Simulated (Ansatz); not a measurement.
The reference is GeTe (space group R3m, No. 160).

```yaml
crystal:
  lattice:
    - [2.11331, 1.22012, 3.63992]
    - [-2.11331, 1.22012, 3.63992]
    - [0.00000, -2.44024, 3.63992]
  atoms:
    - { symbol: Ge, position: [0.23423, 0.23423, 0.23423] }
    - { symbol: Te, position: [0.76577, 0.76577, 0.76577] }
```

Cartesian axes are those of the cell as printed.

Computed with PBE, PAW, 420 eV (Ansatz, a program for electronic structure; without spin-orbit coupling).

Before the change:

```
Item                            Result
-----------------------------  -------
Shortest interatomic distance  2.852 Å
```

It is then changed as follows: biaxial strain −1.56 %, plane normal [001], relaxed out of plane (Cartesian); in-plane vectors clamped, the third vector and the atoms free.

Question: Predict the new out-of-plane strain.

Answer: The out-of-plane strain amounts to +1.67 %.

Question: What does the calculation give for the in-plane stress after the change?

Answer: The mean in-plane stress (compression positive) comes out as +1.4 GPa.

Question: What happens to the shortest interatomic distance?

Answer: The shortest interatomic distance decreases by 0.0225 Å (2.852 Å → 2.829 Å).

Question: How does this affect the energy relative to the base?

Answer: The energy grows by 3.8 meV/atom.

Whether these cells are dynamically stable was not tested.
